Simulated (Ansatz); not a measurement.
TiSi2 under pressure: fit and missing row

TiSi2, Fddd, a = 4.762 Å, b = 8.182 Å, c = 8.496 Å. Ansatz: PBEsol, PAW, 420 eV, Γ-centred 10×10×10 mesh on 6 atoms, Gaussian smearing 0.10 eV; no spin polarisation. Cell and atoms are relaxed at each pressure, and no other structure is tried, so the rows at high pressure may lie past a change of phase.

| V (Å³/atom) | P (GPa) |
| --- | --- |
| ? | 60.00 |
| 11.923 | 29.98 |
| 12.692 | 14.99 |
| 13.148 | 8.00 |
| 13.531 | 3.01 |
| 13.792 | 0.00 |
| 14.082 | -3.01 |

Problem. Take V0 = 13.792 Å³/atom, fit the third-order Birch–Murnaghan form to the other rows, and predict the missing volume.

Solution. With the Eulerian strain f = ½[(V0/V)^(2/3) − 1] and y = P/[3f(1 + 2f)^(5/2)], the form is the line y = B0 + 1.5 B0 (B0′ − 4) f. Rows (f, y): 0.05097, 153.8; 0.02849, 152.7; 0.01620, 152.0; 0.00641, 151.6; -0.00689, 150.8. Means f = 0.01904, y = 152.18; Σ(Δf)² = 0.001949, ΣΔfΔy = 0.1003; the slope is their ratio. y = 151.2 + 51.45 f GPa, so B0 = 151.2 GPa and B0′ = 4 + 2 × (51.45)/(3 × 151.2) = 4.23. P = 60.00 GPa is met at f = 0.08630 (y = 155.64), so V = V0 (1 + 2f)^(−3/2) = 10.862 Å³/atom. The run gave 10.853 Å³/atom, so the fit is 0.009 Å³/atom too high, 0.28 % of the span of the series, against an rms of 0.0002 Å³/atom on the fitted rows. The row lies outside the fitted range. A fourth-order term fitted to the same rows gives P = 60.22 GPa at this row's volume (the line 60.31, the run 60.00), which recovers part of the miss.